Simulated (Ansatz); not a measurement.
## Lattice vibrations of AlP at Γ at 2 GPa

Level of theory: Ansatz, DFT PBEsol, scalar-relativistic, plane waves, PAW. Cutoff 420 eV, 10×10×10 k-points (Γ-centred), fixed occupations. No spin polarisation. Phonons by linear response, acoustic sum rule imposed.

The cell, relaxed at 2 GPa:
```
Al P
1.0
     0.00000    2.71522    2.71522
     2.71522    0.00000    2.71522
     2.71522    2.71522    0.00000
Al P
1 1
Direct
  0.00000 0.00000 0.00000
  0.75000 0.75000 0.75000
```

Task: Give the high-frequency dielectric tensor ε∞.

Result:
```
8.28 0.00 0.00
0.00 8.28 0.00
0.00 0.00 8.28
```

Task: Give the Born effective charges.

Result:
| atom | Z*xx | Z*yy | Z*zz | mean |
| --- | --- | --- | --- | --- |
| Al (atom 1) | 2.22 | 2.22 | 2.22 | 2.22 |
| P (atom 2) | -2.22 | -2.22 | -2.22 | -2.22 |

Task: How large is the static dielectric tensor with the ions free to move, and what share of it is ionic?

Result:
```
10.4  0.0  0.0
 0.0 10.4  0.0
 0.0  0.0 10.4
```
The ions give 20 % of its trace.

Cost: 1 run of about 1.3 core-minutes, on Intel Xeon Processor @ 2.50GHz (Skylake/Cascade Lake) (shared hosts).